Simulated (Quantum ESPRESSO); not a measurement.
# MnSb (P1) in Quantum ESPRESSO: reference runs

Aim: a first look at MnSb with PBE, on the cell as given.

Program: Quantum ESPRESSO 7.5. These are calculated values, not measurements. Logs are shortened: lines on timing, memory, paths and dates and some standing lists are left out, and cuts for length are marked.

## 1. The crystal as given

The typed cell holds 2 atoms: a = 3.953 Å, b = 3.953 Å, c = 3.953 Å, α = 60.00°, β = 60.00°, γ = 60.00°.

The cell comes from a database or a generator and needn't be the stable form of this composition.

## 2. Single point, PBE, collinear spin, ferromagnetic start

Contents of pw.in:

```
&CONTROL
  calculation = 'scf'
  prefix = 'pwscf'
  outdir = './tmp'
  pseudo_dir = './pseudo'
  tprnfor = .true.
  tstress = .true.
  disk_io = 'nowf'
/
&SYSTEM
  ibrav = 0
  nat = 2
  ntyp = 2
  ecutwfc = 65
  ecutrho = 780
  nbnd = 25
  occupations = 'smearing'
  smearing = 'fd'
  degauss = 0.00367493
  nspin = 2
  starting_magnetization(1) = 0.2667
  starting_magnetization(2) = 0
/
&ELECTRONS
  conv_thr = 4d-10
  electron_maxstep = 120
  mixing_beta = 0.3
/
ATOMIC_SPECIES
Mn    54.9380 mn_pbe_v1.5.uspp.F.UPF
Sb   121.7600 sb_pbe_v1.4.uspp.F.UPF
CELL_PARAMETERS angstrom
   0.0000000000    2.7950160000    2.7950160000
   2.7950160000    0.0000000000    2.7950160000
   2.7950160000    2.7950160000    0.0000000000
ATOMIC_POSITIONS crystal
Mn     0.9499733700    0.0406965700    0.0508729100
Sb     0.5500266300    0.4593034300    0.4491270900
K_POINTS automatic
8 8 8 0 0 0
```

Potentials or basis: SSSP 1.3 efficiency PBE.

Run with:

```bash
$ OMP_NUM_THREADS=1 pw.x -in pw.in > pw.out
```

pw.out:

```text
This program is part of the open-source Quantum ESPRESSO suite
     for quantum simulation of materials; please cite
[... 6 lines left out ...]
     --------------------
     sticks:   dense  smooth     PW     G-vecs:    dense   smooth      PW
     Sum        3001    1003    301               108427    20827    3479

     Using Slab Decomposition

     bravais-lattice index     =            0
     lattice parameter (alat)  =       7.4696  a.u.
     unit-cell volume          =     294.6996 (a.u.)^3
     number of atoms/cell      =            2
     number of atomic types    =            2
     number of electrons       =        30.00
     number of Kohn-Sham states=           25
     kinetic-energy cutoff     =      65.0000  Ry
     charge density cutoff     =     780.0000  Ry
     scf convergence threshold =      4.0E-10
     mixing beta               =       0.3000
     number of iterations used =            8  plain     mixing
     Exchange-correlation=  SLA  PW   PBX  PBC
                           (   1   4   3   4   0   0   0)

     celldm(1)=   7.469614  celldm(2)=   0.000000  celldm(3)=   0.000000
     celldm(4)=   0.000000  celldm(5)=   0.000000  celldm(6)=   0.000000

     crystal axes: (cart. coord. in units of alat)
               a(1) = (   0.000000   0.707107   0.707107 )
               a(2) = (   0.707107   0.000000   0.707107 )
               a(3) = (   0.707107   0.707107   0.000000 )

     reciprocal axes: (cart. coord. in units 2 pi/alat)
               b(1) = ( -0.707107  0.707107  0.707107 )
               b(2) = (  0.707107 -0.707107  0.707107 )
               b(3) = (  0.707107  0.707107 -0.707107 )

     PseudoPot. # 1 for Mn read from file:
     mn_pbe_v1.5.uspp.F.UPF
     Pseudo is Ultrasoft + core correction, Zval = 15.0
     Generated by new atomic code, or converted to UPF format
     Using radial grid of  859 points,  6 beta functions with:
                l(1) =   0
                l(2) =   0
                l(3) =   1
                l(4) =   1
                l(5) =   2
                l(6) =   2
     Q(r) pseudized with  8 coefficients,  rinner =    0.950   0.950   0.950
                                                       0.950   0.950

     PseudoPot. # 2 for Sb read from file:
     sb_pbe_v1.4.uspp.F.UPF
     Pseudo is Ultrasoft + core correction, Zval = 15.0
     Generated by new atomic code, or converted to UPF format
     Using radial grid of  891 points,  6 beta functions with:
                l(1) =   0
                l(2) =   0
                l(3) =   1
                l(4) =   1
                l(5) =   2
                l(6) =   2
     Q(r) pseudized with  8 coefficients,  rinner =    1.350   1.350   1.350
                                                       1.350   1.350

     atomic species   valence    mass     pseudopotential
     Mn               15.00    54.93800     Mn( 1.00)
     Sb               15.00   121.76000     Sb( 1.00)

     Starting magnetic structure
     atomic species   magnetization
     Mn              0.267
     Sb              0.000

     No symmetry found

   Cartesian axes

     site n.     atom                  positions (alat units)
         1        Mn     tau(   1) = (   0.0647494   0.7077052   0.7005094  )
         2        Sb     tau(   2) = (   0.6423574   0.7065084   0.7137041  )

     number of k points=   260  Fermi-Dirac smearing, width (Ry)=  0.0037

     Number of k-points >= 100: set verbosity='high' to print them.

     Dense  grid:   108427 G-vectors     FFT dimensions: (  72,  72,  72)

     Smooth grid:    20827 G-vectors     FFT dimensions: (  40,  40,  40)

     Check: negative core charge=   -0.000008
     Generating pointlists ...
     new r_m :   0.2383 (alat units)  1.7802 (a.u.) for type    1
     new r_m :   0.2383 (alat units)  1.7802 (a.u.) for type    2

     Initial potential from superposition of free atoms

     starting charge      28.4999, renormalised to      30.0000
     Starting wfcs are   22 randomized atomic wfcs +    3 random wfcs

     Self-consistent Calculation

     iteration #  1     ecut=    65.00 Ry     beta= 0.30
     Davidson diagonalization with overlap
     ethr =  1.00E-02,  avg # of iterations =  5.9

     total energy              =    -394.81412017 Ry
     estimated scf accuracy    <       5.01398145 Ry

     total magnetization       =     2.83 Bohr mag/cell
     absolute magnetization    =     2.95 Bohr mag/cell

     iteration #  2     ecut=    65.00 Ry     beta= 0.30
     Davidson diagonalization with overlap
     ethr =  1.00E-02,  avg # of iterations =  2.7

     total energy              =    -395.29288641 Ry
     estimated scf accuracy    <       5.66520598 Ry

     total magnetization       =     1.39 Bohr mag/cell
     absolute magnetization    =     1.67 Bohr mag/cell

     iteration #  3     ecut=    65.00 Ry     beta= 0.30
     Davidson diagonalization with overlap
     ethr =  1.00E-02,  avg # of iterations =  1.3

     total energy              =    -396.03484644 Ry
     estimated scf accuracy    <       0.31341546 Ry

     total magnetization       =     3.64 Bohr mag/cell
     absolute magnetization    =     3.84 Bohr mag/cell

     iteration #  4     ecut=    65.00 Ry     beta= 0.30
     Davidson diagonalization with overlap
     ethr =  1.04E-03,  avg # of iterations =  1.7

     total energy              =    -396.07644246 Ry
     estimated scf accuracy    <       0.00972784 Ry

     total magnetization       =     3.57 Bohr mag/cell
     absolute magnetization    =     3.80 Bohr mag/cell

     iteration #  5     ecut=    65.00 Ry     beta= 0.30
     Davidson diagonalization with overlap
     ethr =  3.24E-05,  avg # of iterations =  3.4

     total energy              =    -396.07962610 Ry
     estimated scf accuracy    <       0.00267958 Ry
[... 74 lines left out ...]
     iteration # 12     ecut=    65.00 Ry     beta= 0.30
     Davidson diagonalization with overlap
     ethr =  4.17E-10,  avg # of iterations =  1.7

     negative rho (up, down):  0.000E+00 8.182E-06

     total energy              =    -396.08053831 Ry
     estimated scf accuracy    <       0.00000001 Ry

     total magnetization       =     3.77 Bohr mag/cell
     absolute magnetization    =     4.06 Bohr mag/cell

     iteration # 13     ecut=    65.00 Ry     beta= 0.30
     Davidson diagonalization with overlap
     ethr =  4.46E-11,  avg # of iterations =  2.0

     negative rho (up, down):  0.000E+00 8.178E-06

     total energy              =    -396.08053853 Ry
     estimated scf accuracy    <          6.1E-09 Ry

     total magnetization       =     3.77 Bohr mag/cell
     absolute magnetization    =     4.06 Bohr mag/cell

     iteration # 14     ecut=    65.00 Ry     beta= 0.30
     Davidson diagonalization with overlap
     ethr =  2.05E-11,  avg # of iterations =  1.2

     negative rho (up, down):  0.000E+00 8.189E-06

     Magnetic moment per site  (integrated on atomic sphere of radius R)
     atom   1 (R=0.238)  charge= 12.8106  magn=  3.4072
     atom   2 (R=0.238)  charge= 11.1087  magn= -0.0485

     End of self-consistent calculation

     Number of k-points >= 100: set verbosity='high' to print the bands.

     the Fermi energy is    12.0181 ev

!    total energy              =    -396.08053874 Ry
     estimated scf accuracy    <          1.7E-10 Ry
     smearing contrib. (-TS)   =      -0.00074516 Ry
     internal energy E=F+TS    =    -396.07979358 Ry

     The total energy is F=E-TS. E is the sum of the following terms:
     one-electron contribution =    -202.74141019 Ry
     hartree contribution      =     115.88179998 Ry
     xc contribution           =     -70.82487179 Ry
     ewald contribution        =    -238.39531159 Ry

     total magnetization       =     3.77 Bohr mag/cell
     absolute magnetization    =     4.06 Bohr mag/cell

     convergence has been achieved in  14 iterations

     negative rho (up, down):  0.000E+00 8.189E-06

     Forces acting on atoms (cartesian axes, Ry/au):

     atom    1 type  1   force =    -0.16934737   -0.00026799    0.00303641
     atom    2 type  2   force =     0.16934737    0.00026799   -0.00303641

     Total force =     0.239532     Total SCF correction =     0.000035

     Computing stress (Cartesian axis) and pressure

     negative rho (up, down):  0.000E+00 8.189E-06
          total   stress  (Ry/bohr**3)                   (kbar)     P=       92.50
   0.00205264  -0.00000690   0.00007643          301.95       -1.01       11.24
  -0.00000690  -0.00009155   0.00000027           -1.01      -13.47        0.04
   0.00007643   0.00000027  -0.00007471           11.24        0.04      -10.99

=------------------------------------------------------------------------------=
   JOB DONE.
=------------------------------------------------------------------------------=
```

It took 8.5 min on 1 thread of Intel Xeon Platinum 8488C (Sapphire Rapids), shared host; peak memory 0.95 GiB.

Results:

- Free energy: -5388.9503 eV
- Pressure: 9.2 GPa
- Largest force: 4.355 eV/Å
- Band gap on the k mesh: none (metal or under the smearing width)
- Net moment: 3.77 μB per cell
- Absolute moment: 4.06 μB per cell
- Site moments: Mn +3.41; Sb -0.05 μB
- Valence electrons inside the program's atomic spheres: Mn 12.81; Sb 11.11

Forces on the atoms (eV/Å):
```
Mn  -4.354 -0.007  0.078
Sb   4.354  0.007 -0.078
```

Caveat: a cell with one magnetic atom can't hold antiferromagnetic order, which such compounds often take; forces of over 1 eV/Å show positions far from the minimum, so gaps and moduli don't describe the material at rest.
